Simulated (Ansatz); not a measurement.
A crystal in the diamond structure was computed with PBE in Ansatz (plane waves, PAW datasets (generated hard set); cutoff 700 eV), no spin polarisation, no spin–orbit coupling, Fermi–Dirac smearing of 0.061 eV, k-spacing 0.11 to 0.12 Å⁻¹. It has a₀ = 7.854 Å and B₀ = 10.9 GPa.

(1) Which is it?
A. I
B. Co
C. Al
D. S
E. Be

Results:

(1) A. The five: I 7.854 Å, 10.9 GPa; Co 4.920 Å, 132 GPa; Al 6.046 Å, 37 GPa; Be 4.897 Å, 44 GPa; S 5.791 Å, 44 GPa.

Model structures, not the usual forms at ambient conditions (metastable or hypothetical): I, Co, Al, Be, S. Spin polarisation is left out, and a magnetic state may lie lower for I, Co.
